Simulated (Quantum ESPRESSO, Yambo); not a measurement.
# AlAs (F-43m): G0W0 with Yambo, start to end, part 3 of 3

Aim: the G0W0 gap of AlAs (F-43m) on PBE, step by step.

Quantum ESPRESSO 7.5 and Yambo 5.3.0; PBE and many-body steps on it, plane waves. Known limits of the many-body steps: not at the basis limit; exchange with frozen shells missing; no spin-orbit coupling; coarse k mesh.

So far. Step 3 (Bands along the symmetry lines): The gap is 1.436 eV, as in the run before at this level. Step 4 (Empty states on the mesh, 4×4×4 mesh, 127 bands): On this mesh the gap is 1.436 eV.

### 6. Screening and self-energy, 4×4×4 mesh, 127 bands, screening to 142.9 eV

Now the one-shot GW correction: screening in the RPA, then the self-energy of the levels asked for.

This step: G0W0 on PBE, plane waves, norm-conserving pseudopotentials.

gw1.in reads:

```
HF_and_locXC
gw0
dyson
ppa
em1d
rim_cut
RandQpts= 1000000
RandGvec= 1 RL
EXXRLvcs= 76 Ry
VXCRLvcs= 304 Ry
Chimod= "HARTREE"
% BndsRnXp
 1 | 127 |
%
NGsBlkXp= 10.5 Ry
% LongDrXp
 1 | 1 | 1 |
%
% GbndRnge
 1 | 127 |
%
DysSolver= "n"
ExtendOut
PPAPntXp= 27.21138 eV
% QPkrange
 1 | 1 | 8 | 11 |
 7 | 7 | 8 | 11 |
%
```

The run is started by

```console
OMP_NUM_THREADS=1 mpirun -n 8 yambo -F gw1.in -J gw1 -C gw1 > gw1.log
```

Output:

```text
 Yambo, version 5.3.0

 [02] CORE Variables Setup
 =========================

  [... cell, symmetries and grids as in the set-up ...]

  [02.05] Energies & Occupations
  ==============================

  [X] === General ===
  [X] Electronic Temperature                        :  0.000000  0.000000 [eV K]
  [X] Bosonic    Temperature                        :  0.000000  0.000000 [eV K]
  [X] Finite Temperature mode                       : no
  [X] El. density                                   :  0.39692E+24 [cm-3]
  [X] Fermi Level                                   :  6.505537 [eV]

  [X] === Gaps and Widths ===
  [X] Conduction Band Min                           :  1.436385 [eV]
  [X] Valence Band Max                              :  0.000000 [eV]
  [X] Filled Bands                                  :   9
  [X] Empty Bands                                   :   10  127
  [X] Direct Gap                                    :  2.044983 [eV]
  [X] Direct Gap localized at k                     :  1
  [X] Indirect Gap                                  :  1.436385 [eV]
  [X] Indirect Gap between kpts                     :   1   7
  [X] Last valence band width                       :  2.822646 [eV]
  [X] 1st conduction band width                     :  2.893489 [eV]

 [03] Transferred momenta grid and indexing
 ==========================================

 IBZ Q-points                                      :   8
 BZ  Q-points                                      :   64

 K/Q-points units:
 rlu = crystal or reduced units; cc = cartesian coordinates; iku = interal k-units

 Q [1]          [rlu]:  0.000000  0.000000  0.000000
 Q [2]          [rlu]:  0.81056E-17  0.81056E-17  0.25000
 Q [3]          [rlu]: -0.16211E-16 -0.16211E-16 -0.50000
 Q [4]          [rlu]: -0.97223E-17  0.25000      0.25000
 Q [5]          [rlu]:  0.15221E-16  0.25000      0.50000
 Q [6]          [rlu]: -0.71722E-16  0.25000     -0.25000
 Q [7]          [rlu]:  0.19445E-16 -0.50000     -0.50000
 Q [8]          [rlu]:  0.250000 -0.500000 -0.250000

 [04] Coloumb potential Random Integration (RIM)
 ===============================================

  [04.01] RIM initialization
  ==========================

  * Diagonal components only detected *

  8 x (sBL volume)        :  0.101316 [a.u.]
  sBZ random points       :  1000000
  Points outside the sBZ  :   7968281
  RL volume               :  0.810531 [a.u.]
  Integrated volume       :  0.813757 [a.u.]

  [04.02] RIM integrals
  =====================

  Gamma point sphere radius             :  0.084562 [a.u.]
  Points outside the sphere             :   800476
  [Int_sBZ(q=0) 1/q^2]*(Vol_sBZ)^(-1/3) =:  7.776341
                                 should be <:  7.795600

  Summary of Coulomb integrals for non-metallic bands |Q|[au] RIM/Bare

  Q [1] 0.100000E-4 0.997530 * Q [2] 0.254334 1.068862
  Q [4] 0.293679 1.067204 * Q [6] 0.415325 1.029264
  Q [5] 0.487012 1.022872 * Q [3] 0.508667 1.020326
  Q [7] 0.587358 1.017560 * Q [8] 0.656687 1.014592

 [05] Dipoles
 ============

  [05.01] Setup: observables and procedures
  =========================================

 [06] Dynamic Dielectric Matrix (PPA)
 ====================================

 [SLK-Inversion]  Pools        :  2
 [SLK-Inversion]  BLACS grid   :  2  2

 [WR./gw1//ndb.pp]---------------------------------------------------------------
  Brillouin Zone Q/K grids (IBZ/BZ)                :    8   64    8   64
  RL vectors                                       :   4279 [WF]
  Coulomb cutoff potential                         : none
  Electronic Temperature                           :  0.000000 [K]
  Bosonic    Temperature                           :  0.000000 [K]
  PPA    diel. fun.  energies                      : Perdew, Burke & Ernzerhof(X)+Perdew, Burke & Ernzerhof(C)
  wavefunctions                                    : Perdew, Burke & Ernzerhof(X)+Perdew, Burke & Ernzerhof(C)
  Global Gauge                                     : length
  X matrix size                                    :  181
  X band range                                     :    1  127
  X e/h energy range                               : -1.000000 -1.000000 [eV]
  X Time ordering                                  : R
  X Hxc Kernel                                     : HARTREE
  X Drude frequency                                :  0.000000  0.000000
  X poles                                          :  100.0000 [o/o]
  RL vectors in the sum                            :   4279
  [r,Vnl] included                                 : yes
  Field direction                                  :  0.577350E-5  0.577350E-5  0.577350E-5
  BZ energy Double Grid                            : no
  BZ energy DbGd points                            : 0
  BZ Q point size factor                           : -1.000000
  X Optical Averaged directions                    : none

 [07] Local Exchange-Correlation + Non-Local Fock
 ================================================

 [VXC] Plane waves :  27317
 [EXS] Plane waves :   3527

 QP @ state[ 1 ] K range:  1  1
 QP @ state[ 1 ] b range:   8  11
 QP @ state[ 2 ] K range:   7   7
 QP @ state[ 2 ] b range:   8  11

 [xc] Functional : Perdew, Burke & Ernzerhof(X)+Perdew, Burke & Ernzerhof(C)
 [xc] LIBXC used to calculate xc functional
  PP Number of Atomic Species                      :  2
  NLCC RL compoments                               :  27317
  PP Number of Atomic Species                      :  2
  NLCC RL compoments                               :  27317

 [xc] E_xc :  -11.78303 [Ha]
      E_xc :  -23.56606 [Ry]

  Local XC kind (lXC) : Perdew, Burke & Ernzerhof(X)+Perdew, Burke & Ernzerhof(C)
  Non-Local XC kind (nlXC) : Hartree-Fock

  Corrections @ K [1] :  [eV]
 <8|nlXC|8> = -15.18122 -0.12149E-16 <8|lXC|8> = -12.47958  0.55382E-23
 <9|nlXC|9> = -15.18124  0.72179E-17 <9|lXC|9> = -12.47958 -0.35877E-24
 <10|nlXC|10> = -7.646068 -0.50838E-17 <10|lXC|10> = -11.50547 -0.47204E-16
 <11|nlXC|11> = -4.906050 -0.62651E-18 <11|lXC|11> = -9.416381  0.18882E-15

  Corrections @ K [7] :  [eV]
 <8|nlXC|8> = -14.54787  0.39232E-17 <8|lXC|8> = -11.21427  0.47204E-16
 <9|nlXC|9> = -14.54786 -0.15645E-16 <9|lXC|9> = -11.21427  0.73757E-16
 <10|nlXC|10> = -4.643998 -0.51576E-17 <10|lXC|10> = -8.298672 -0.47204E-16
 <11|nlXC|11> = -5.133939  0.41271E-18 <11|lXC|11> = -8.962422 -0.47204E-16

 [08] Dyson equation: Newton solver
 ==================================

  [08.01] G0W0 (W PPA)
  ====================

  [  GW  ] Bands range     :    1  127
  [GW/PPA] G damping       :  0.100000 [eV]

  QP @ state[ 1 ] K range:  1  1
  QP @ state[ 1 ] b range:   8  11
  QP @ state[ 2 ] K range:   7   7
  QP @ state[ 2 ] b range:   8  11

   Sc/G bands                                       :    1  127
   Sc/G damping                                     :  0.100000 ev
   Sc bands terminator                              : no
   Sx RL components                                 :   3527

   QP @ state[ 1 ] K range                          :  1  1
   QP @ state[ 1 ] b range                          :   8  11
   QP @ state[ 2 ] K range                          :   7   7
   QP @ state[ 2 ] b range                          :   8  11
   GF energies kind                                 : Perdew, Burke & Ernzerhof(X)+Perdew, Burke & Ernzerhof(C)
   GF WF`s kind                                     : Perdew, Burke & Ernzerhof(X)+Perdew, Burke & Ernzerhof(C)
   Xs energies kind                                 : Perdew, Burke & Ernzerhof(X)+Perdew, Burke & Ernzerhof(C)
   Xs WF`s kind                                     : Perdew, Burke & Ernzerhof(X)+Perdew, Burke & Ernzerhof(C)

 [11] Game Over & Game summary
```

It took 30 s on 8 MPI ranks of Arm Neoverse V2, shared host; peak memory 3.1 GiB; 3.8 min of CPU time.

This step gave:

```yaml
g0w0_gap_on_the_points_computed: 2.502 eV
starting_gap_on_the_mesh: 1.436 eV
k_of_the_valence_top: 0, 0, 0
k_of_the_conduction_bottom: 0, -0.5, -0.5
least_direct_g0w0_gap_on_the_computed_points: 3.130 eV
z_at_the_valence_top: 0.7880
z_at_the_conduction_bottom: 0.8050
```

The gap on the mesh goes from 1.44 eV to 2.50 eV, a correction of +1.07 eV.

Limits: finite bands, cutoff and mesh; exchange with frozen shells missing; no spin-orbit coupling; coarse k mesh. v1 is the top filled band, c1 the lowest empty one. Levels before and after the correction, in eV, zero at the valence-band top of each column:

|  | conduction bottom | valence top |
| --- | --- | --- |
| Kohn-Sham | 1.44 | 0.00 |
| G0W0 | 2.50 | 0.00 |

|  | level | energy (eV) |
| --- | --- | --- |
| Kohn-Sham | Γ v2-v1 | 0.000 |
| Kohn-Sham | Γ c1 | 2.045 |
| Kohn-Sham | Γ c2 | 4.294 |
| Kohn-Sham | (0 -0.5 -0.5) v2-v1 | -2.173 |
| Kohn-Sham | (0 -0.5 -0.5) c1 | 1.436 |
| Kohn-Sham | (0 -0.5 -0.5) c2 | 2.301 |
| G0W0 | Γ v2-v1 | 0.000 |
| G0W0 | Γ c1 | 3.130 |
| G0W0 | Γ c2 | 5.551 |
| G0W0 | (0 -0.5 -0.5) v2-v1 | -2.199 |
| G0W0 | (0 -0.5 -0.5) c1 | 2.502 |
| G0W0 | (0 -0.5 -0.5) c2 | 3.479 |

### 7. Where the time went

Times are wall times on the hardware named with each run, good to a factor of about two.

| step | time | share | memory (GiB) |
| --- | --- | --- | --- |
| ground state | 3.3 s | 8 % | 0.47 |
| bands along the symmetry lines | 2.9 s | 7 % | 0.42 |
| empty states on the mesh | 4.7 s | 11 % | 0.51 |
| conversion and set-up | 2.3 s | 5 % | 0.25 |
| screening and self-energy | 30 s | 69 % | 3.1 |

### 8. Summary of results

| Item | Value |
| --- | --- |
| PBE gap | 1.44 eV, indirect |
| G0W0 gap on the mesh | 2.50 eV |
| GW settings | 4×4×4 mesh, 127 bands, screening to 142.9 eV, Godby-Needs plasmon pole |
| known limits | not at the basis limit; exchange with frozen shells missing; no spin-orbit coupling; coarse k mesh |

What this shows: G0W0 moves the gap on the mesh from 1.44 eV to 2.50 eV (+1.07 eV), with Z of 0.79 and 0.80 at the edges. Only 2 of the mesh's irreducible points were corrected, so a valley elsewhere could overtake. The dearest step here is «screening and self-energy». Against experiment, by G0W0@PBE: the direct gap of 3.13 eV lies +0.11 eV from the measured 3.018 eV (direct, 300 K, quoted 2023). An exciton line or allowed optical edge lies below the quasiparticle gap by the binding energy; a forbidden edge can push the onset above it. The calculation has static nuclei and no excitons; a measured gap holds zero-point and thermal motion, which mostly lowers it. Bands and cutoff are finite, so the gap is not at the basis limit. The miss can reach some tenths of an eV and take either sign; the mesh is an error of its own. In the G0W0 run levels were corrected at 2 k points alone, so a gap called «on the mesh» is the least over those, and an edge elsewhere would be missed. The 4×4×4 mesh is coarse for this cell, which bears on the long-range parts of exchange and screening. The norm-conserving file of at least one element keeps a d shell over frozen s and p shells of the same row. Exchange with those shells is missing from the self-energy, an error of 0.3 to 0.9 eV in cases checked, whose sign depends on which edge lies on those atoms. The many-body steps are scalar-relativistic: spin-orbit coupling is not in them.

[Paths, hosts, dates, memory and timing lines, banners, echoed tables and standing remarks are left out of the program output.]

[Logs are printed without paths, hosts, clocks, repeated set-up lines and the standing remarks that a program may print on its own settings, such as how far it seeks lower states.]

[Runs of the session that timed out or met a known fault of the program may be left out.]

[Hosts, paths, dates, database ids (printed as entryN), source tags and the programs' standing remarks are cut or masked in the printed files.]
